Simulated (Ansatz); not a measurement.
input.yaml

```yaml
crystal:
  lattice:
    - [-1.59833938, 1.59833938, 4.1576062]
    - [1.59833938, -1.59833938, 4.1576062]
    - [1.59833938, 1.59833938, -4.1576062]
  atoms:
    - { symbol: Si, position: [0.3563136714, 0.3563136714, 0.0] }
    - { symbol: Si, position: [0.6436863286, 0.6436863286, 0.0] }
    - { symbol: W, position: [0.0, 0.0, 0.0] }
basis:
  ecutwfc: 420
kpoints:
  mp_grid: { grid: [18, 18, 18] }
hamiltonian:
  xc: pbesol
scf:
  occupations: { method: gaussian, width: 0.1 }
output:
  forces: true
  stress: true
  eigenvalues: true
```

It can be run as
```bash
ansatz run input.yaml --threads 1 --pin off --backend cpu --events-out ev --progress --plain --runs-dir out  # memory cap (--max-ram) not shown
```

Computed with Ansatz, DFT PBEsol, scalar-relativistic, plane waves, PAW.

Part of what the program printed, abridged:

```
Pseudopotentials: kind: paw
Pseudopotential: Si, paw, valence charge 4, recommended cutoff 420 eV (normal)
Pseudopotential: W, paw, valence charge 14, recommended cutoff 420 eV (normal)
Functional definition: PBEsol
Crystal: 3 atoms, lattice volume = 42.486 Å³
Basis set: ecut = 420 eV, 809 PW (Γ), FFT grids on a1+a3, a2+a3, a3, exchange–correlation on 48×48×64 points (8 copies of the dense FFT grid, shifted against one another)
Bands: 15, of which v1, the nominal top of the filled ones, is band 11 counted from 1 (10 counted from 0)
Symmetry: 16 space group operations
Space group: I4/mmm (ITA 139), of the structure as read, at distance tolerance 3.5e-5 Å
k-points: 480 of 5832
Initial density: superposition of atomic densities (neutral atoms: chi_scale 0, normalization atom), corrected by the library's trained network
Initial wavefunctions: pseudopotential atomic-orbital guess
Functional: x = pbesol(κ = 0.804, μ = 0.12345679), c = pbesol(β = 0.046)
SCF iter   1: F=—  HF=-11500.236645 eV  |F-HF|=—  |Δ(HF+E_count)|=         —  Δρ=4.89e-3  dr2=8.03e-3  ethr=1.77e-3  ⟨swp⟩=5.1  Hψ=41434  notcnv=0
SCF iter   2: F=—  HF=-11500.235423 eV  |F-HF|=—  |Δ(HF+E_count)|=   1.22e-3  Δρ=2.63e-3  dr2=1.73e-3  ethr=3.65e-5  ⟨swp⟩=1.0  Hψ=11040  notcnv=0
SCF iter   3: F=—  HF=-11500.235115 eV  |F-HF|=—  |Δ(HF+E_count)|=   3.08e-4  Δρ=5.75e-4  dr2=1.24e-4  ethr=7.85e-6  ⟨swp⟩=2.0  Hψ=10490  notcnv=0
SCF iter   4: F=—  HF=-11500.235081 eV  |F-HF|=—  |Δ(HF+E_count)|=   3.44e-5  Δρ=9.67e-5  dr2=3.59e-6  ethr=5.63e-7  ⟨swp⟩=2.7  Hψ=10385  notcnv=0
SCF iter   5: F=—  HF=-11500.235079 eV  |F-HF|=—  |Δ(HF+E_count)|=   1.87e-6  Δρ=1.31e-5  dr2=9.15e-8  ethr=1.63e-8  ⟨swp⟩=2.4  Hψ=10391  notcnv=0
SCF iter   6: F=-11500.235079 eV  HF=-11500.235079 eV  |F-HF|=6.15e-10  |Δ(HF+E_count)|=   1.29e-8  Δρ=1.87e-6  dr2=1.34e-9  ethr=4.16e-10  ⟨swp⟩=2.6  Hψ=25288  notcnv=0
the search or the solves at the SCF's close seem to have found levels that the self-consistency loop had missed (the run counts 1). By its estimate they hold under 1e-12 electrons; where the run keeps them, the occupations were computed again with them
SCF 1 converged in 6 iterations: F = -11500.235079 eV  dr2 = 1.34e-9
SCF converged after 6 iterations
Free energy (F): -11500.235079 eV
Harris-Foulkes:  -11500.235079 eV  (|F-HF|=6.15e-10)
Internal energy: -11500.233884 eV  (E = F + TS)
E sigma→0 (E₀):  -11500.234482 eV
Entropy (-TS):   -0.001195 eV (-0.398 meV/atom)
Fermi energy:    15.669395 eV
--- Per-component energies (eV) ---
  E_band       = -102.394029
  E_kinetic    = 539.831384
  E_local      = -1044.777916  (includes V_loc(G=0)·N_el)
  E_nonlocal   = 54.016540
  E_hartree    = 409.430638
  E_xc         = -378.576229
  E_vxc        = -337.566448  (∫ρ·V_xc dr)
  E_paw        = -9434.222555  (= ΣΔE_a)
  E_vpaw       = -132.759663  (= ΣTr[D̂ρ^β])
  E_aug_tail   = -0.000053  (compensation charges beyond the density's cutoff)
  E_ewald      = -1646.220607
  E_core_change = 0.284913  (= ΣΔE_core)
  E_smearing   = -0.001195  (= −TS)
--- Forces (eV/Å), atoms counted from 1 ---
  atom   1  Si     0.00000000     0.00000000    -2.93742432
  atom   2  Si     0.00000000     0.00000000     2.93742432
  atom   3  W      0.00000000     0.00000000     0.00000000
--- Stress (GPa, compression-positive) ---
        0.677348       0.000000       0.000000
        0.000000       0.677348       0.000000
        0.000000       0.000000      -9.311253
  P = ⅓ Tr σ = -2.6522 GPa (-26.522 kbar)
--- Band table (eV; the first three rows and the last of 480) ---
  k-point 0: bands = ["-58.1087", "-22.4290", "-22.4290", "-22.3340", "2.0186", "8.5508", "11.0638", "11.8548", "13.6124", "13.6124", "15.9968", "17.8427", "17.8427", "19.5849", "19.6300"]
  k-point 1: bands = ["-58.1082", "-22.4362", "-22.4352", "-22.3325", "2.1253", "8.6423", "10.9209", "11.8680", "13.3675", "13.8314", "15.3395", "17.9376", "18.1329", "19.1866", "19.5490"]
  k-point 2: bands = ["-58.1068", "-22.4564", "-22.4532", "-22.3282", "2.4384", "8.9032", "10.6243", "11.9137", "12.7720", "14.0996", "14.3034", "18.1926", "18.4845", "18.5449", "19.4297"]
  k-point 479: bands = ["-58.1087", "-22.4295", "-22.4295", "-22.3422", "3.6891", "4.8676", "11.5883", "13.9130", "14.9684", "14.9684", "15.6889", "15.6889", "16.0756", "19.1683", "19.5086"]
```

Self-consistency was reached.

Spin–orbit coupling is left out, which can shift energies with elements as heavy as these.